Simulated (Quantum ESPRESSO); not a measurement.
# Cu in Quantum ESPRESSO: further runs, part 3 of 3

Quantum ESPRESSO 7.5. The steps go on from the part before.

**5. Work function, PBE**

pw.in reads:

```
&CONTROL
  calculation = 'scf'
  prefix = 'pwscf'
  outdir = './tmp'
  pseudo_dir = './pseudo'
  tprnfor = .true.
  disk_io = 'low'
  tefield = .true.
  dipfield = .true.
/
&SYSTEM
  ibrav = 0
  celldm(1) = 8
  nat = 6
  ntyp = 1
  ecutwfc = 55
  ecutrho = 221
  nbnd = 73
  occupations = 'smearing'
  smearing = 'fd'
  degauss = 0.00367493
  edir = 3
  emaxpos = 0.9802
  eopreg = 0.0395
  eamp = 0
/
&ELECTRONS
  conv_thr = 6d-09
  electron_maxstep = 150
  mixing_beta = 0.3
  mixing_mode = 'local-TF'
/
ATOMIC_SPECIES
Cu    63.5460 Cu.upf
CELL_PARAMETERS alat
  0.5978063620576   0.0000000000000   0.0000000000000
 -0.2989031810241   0.5177154960968   0.0000000000000
  0.0000000000000   0.0000000000000   5.9827002014082
ATOMIC_POSITIONS crystal
Cu     0.6666666700    0.3333333400    0.2961235198
Cu     0.0000000000    0.0000000000    0.3776741119
Cu     0.3333333300    0.6666666600    0.4592247040
Cu     0.0000000000    0.0000000000    0.5407752960
Cu     0.6666666700    0.3333333400    0.6223258881
Cu     0.0000000000    0.0000000000    0.7038764802
K_POINTS automatic
12 12 1 0 0 0
```

pp_density.in reads:

```
&INPUTPP
  prefix = 'pwscf'
  outdir = './tmp'
  filplot = 'density.dat'
  plot_num = 0
/
&PLOT
  nfile = 1
  filepp(1) = 'density.dat'
  iflag = 3
  output_format = 6
  fileout = 'density.cube'
/
```

pp_potential.in reads:

```
&INPUTPP
  prefix = 'pwscf'
  outdir = './tmp'
  filplot = 'potential.dat'
  plot_num = 11
/
&PLOT
  nfile = 1
  filepp(1) = 'potential.dat'
  iflag = 3
  output_format = 6
  fileout = 'potential.cube'
/
```

pp_elf.in reads:

```
&INPUTPP
  prefix = 'pwscf'
  outdir = './tmp'
  filplot = 'elf.dat'
  plot_num = 8
/
&PLOT
  nfile = 1
  filepp(1) = 'elf.dat'
  iflag = 3
  output_format = 6
  fileout = 'elf.cube'
/
```

Potentials or basis: Ansatz NC SR PBE.

Started as:

```console
$ OMP_NUM_THREADS=1 mpirun -n 2 pw.x -nk 2 -in pw.in > pw.out
$ OMP_NUM_THREADS=1 mpirun -n 1 pp.x -in pp_density.in > pp_density.out
$ OMP_NUM_THREADS=1 mpirun -n 1 pp.x -in pp_potential.in > pp_potential.out
$ OMP_NUM_THREADS=1 mpirun -n 1 pp.x -in pp_elf.in > pp_elf.out
```

pw.out:

```text
[... set-up lines left out ...]
     Self-consistent Calculation

     iteration #  1     ecut=    55.00 Ry     beta= 0.30
     Davidson diagonalization with overlap
     ethr =  1.00E-02,  avg # of iterations =  6.3

     negative rho (up, down):  2.335E-03 0.000E+00

     Adding external electric field

     Computed dipole along edir(3) :
        Dipole               -0.0002 Ry au,         -0.0004 Debye
        Dipole field         -0.0000 Ry au,

        Potential amp.        0.0002 Ry
        Total length         45.9711 bohr

     total energy              =   -2273.77772654 Ry
     estimated scf accuracy    <       3.07383825 Ry
[... 237 lines left out ...]
     iteration # 16     ecut=    55.00 Ry     beta= 0.30
     Davidson diagonalization with overlap
     ethr =  3.22E-10,  avg # of iterations =  2.0

     Adding external electric field

     Computed dipole along edir(3) :
        Dipole               -0.0001 Ry au,         -0.0003 Debye
        Dipole field         -0.0000 Ry au,

        Potential amp.        0.0001 Ry
        Total length         45.9711 bohr

     End of self-consistent calculation

          k = 0.0000 0.0000 0.0000 (  6569 PWs)   bands (ev):

  -108.1606-108.1539-108.1444-108.1126-107.9212-107.9206 -64.7746 -64.7509
   -64.7509 -64.7277 -64.7135 -64.6973 -64.6973 -64.6959 -64.6814 -64.6814
   -64.6655 -64.6655 -64.5071 -64.5071 -64.5046 -64.5046 -64.4347 -64.4150
    -3.0426  -2.4003  -1.3786  -0.1929   0.7018   0.9820   2.9398   2.9646
     3.0661   3.0661   3.0696   3.1411   3.1411   3.2148   3.2148   3.2518
     3.2518   3.2656   3.4026   3.4026   3.4056   3.4056   3.8948   3.8948
     3.8988   4.0338   4.0338   4.2625   4.2625   4.5320   4.5320   4.5874
     4.5874   4.6298   4.6298   5.4280   5.9324   9.8038  10.1374  11.2057
    11.5072  13.2102  13.7498  16.0661  16.4720  19.5005  19.6819  23.3501
    23.3595

          k = 0.0000 0.1610 0.0000 (  6569 PWs)   bands (ev):

  -108.1598-108.1533-108.1438-108.1119-107.9205-107.9199 -64.7616 -64.7414
   -64.7319 -64.7228 -64.7156 -64.7059 -64.7003 -64.6990 -64.6952 -64.6922
   -64.6651 -64.6639 -64.5115 -64.5104 -64.5090 -64.5025 -64.4347 -64.4219
    -2.8135  -2.1762  -1.1643   0.0050   0.8758   1.1442   2.8423   2.8718
     2.9921   3.0454   3.0689   3.1581   3.1743   3.2095   3.2133   3.2697
     3.2717   3.3194   3.3472   3.4046   3.4697   3.4953   3.5933   3.8542
     3.8631   4.0247   4.0419   4.2086   4.2484   4.3475   4.4689   4.5173
     4.6353   4.6656   4.8823   5.9311   6.5494  10.0215  10.3297  11.4141
    11.6786  13.4242  13.9333  16.2699  16.6661  19.6984  19.8848  23.5447
    23.5651
[... 924 lines left out ...]
          k =-0.8364-1.4487 0.0000 (  6520 PWs)   bands (ev):

  -108.1493-108.1415-108.1349-108.1023-107.9104-107.9098 -64.7699 -64.7507
   -64.7282 -64.7240 -64.7135 -64.7128 -64.7064 -64.6999 -64.6935 -64.6721
   -64.6612 -64.6598 -64.5285 -64.5250 -64.5074 -64.5040 -64.4092 -64.4051
     1.1387   1.2597   1.4164   1.5090   1.6619   1.8116   1.9114   2.0196
     2.2382   2.6702   2.8815   2.9412   3.1505   3.4021   3.4486   3.5846
     3.8070   3.9900   4.2061   4.2222   4.5391   4.5673   4.7062   4.7481
     4.7771   4.7939   4.8493   4.9104   4.9871   4.9951   6.0801   6.5728
     6.9945   7.5649   7.8585   7.9710  11.1090  11.2119  11.7710  12.4724
    13.5909  14.3741  15.1683  16.4311  17.1825  17.5714  17.6780  17.7137
    18.5805

     the Fermi energy is     6.4212 ev

!    total energy              =   -2273.71945151 Ry
     estimated scf accuracy    <          3.0E-09 Ry
     smearing contrib. (-TS)   =      -0.00187470 Ry
     internal energy E=F+TS    =   -2273.71757681 Ry

     The total energy is F=E-TS. E is the sum of the following terms:
     one-electron contribution =  -18702.90799709 Ry
     hartree contribution      =    9370.49042776 Ry
     xc contribution           =    -278.94248371 Ry
     ewald contribution        =    7337.64247623 Ry
     electric field correction =       0.00000000 Ry

     convergence has been achieved in  16 iterations

     Forces acting on atoms (cartesian axes, Ry/au):

     atom    1 type  1   force =    -0.00000000   -0.00000001   -0.01944643
     atom    2 type  1   force =    -0.00000000    0.00000001   -0.00346428
     atom    3 type  1   force =     0.00000000   -0.00000000   -0.00031495
     atom    4 type  1   force =     0.00000000   -0.00000000    0.00089214
     atom    5 type  1   force =     0.00000000    0.00000001    0.00186788
     atom    6 type  1   force =     0.00000000    0.00000000    0.02046564

     Total force =     0.028520     Total SCF correction =     0.000535

=------------------------------------------------------------------------------=
   JOB DONE.
=------------------------------------------------------------------------------=
```

pp_density.out:

```text
This program is part of the open-source Quantum ESPRESSO suite
     for quantum simulation of materials; please cite
         "P. Giannozzi et al., J. Phys.:Condens. Matter 21 395502 (2009);
         "P. Giannozzi et al., J. Phys.:Condens. Matter 29 465901 (2017);
         "P. Giannozzi et al., J. Chem. Phys. 152 154105 (2020);
     in publications or presentations arising from this work. More details at

     IMPORTANT: XC functional enforced from input :
     Exchange-correlation= PBE
                           (   1   4   3   4   0   0   0)
     Any further DFT definition will be discarded
     Please, verify this is what you really want

     G-vector sticks info
     --------------------
     sticks:   dense  smooth     PW     G-vecs:    dense   smooth      PW
     Sum         349     349    121                52727    52293   10765

     Using Slab Decomposition

     Check: negative core charge=   -0.000079

     Adding external electric field

     Computed dipole along edir(3) :
        Dipole               -0.0001 Ry au,         -0.0003 Debye
        Dipole field         -0.0000 Ry au,

        Potential amp.        0.0001 Ry
        Total length         45.9711 bohr

     Calling punch_plot, plot_num =   0
     Writing data to file  density.dat
     Reading data from file  density.dat

     Writing data to be plotted to file density.cube
     Plot Type: 3D                     Output format: Gaussian cube

=------------------------------------------------------------------------------=
   JOB DONE.
=------------------------------------------------------------------------------=
```

pp_potential.out:

```text
This program is part of the open-source Quantum ESPRESSO suite
     for quantum simulation of materials; please cite
         "P. Giannozzi et al., J. Phys.:Condens. Matter 21 395502 (2009);
         "P. Giannozzi et al., J. Phys.:Condens. Matter 29 465901 (2017);
         "P. Giannozzi et al., J. Chem. Phys. 152 154105 (2020);
     in publications or presentations arising from this work. More details at

[... 35 lines left out ...]
     Writing data to file  potential.dat
     Reading data from file  potential.dat

     Writing data to be plotted to file potential.cube
     Plot Type: 3D                     Output format: Gaussian cube

=------------------------------------------------------------------------------=
   JOB DONE.
=------------------------------------------------------------------------------=
```

It took 7.3 min on 2 MPI ranks of Arm Neoverse V2, shared host; peak memory 0.78 GiB.

The run converged, but some of its settings lie outside the range that counts as converged, so its numbers aren't taken as properties of the slab.

Results:

```yaml
Free_energy: -30935.5291 eV
Largest_force: 0.526 eV/Å
Band_gap_on_the_k_mesh: none (metal or under the smearing width)
Dipole_across_the_slab: 0.00 D
Work_function_of_the_upper_face: 4.88 eV
Work_function_of_the_lower_face: 4.88 eV
```

Caveat: the cutoff lies well under what these potentials need, so the values aren't converged.
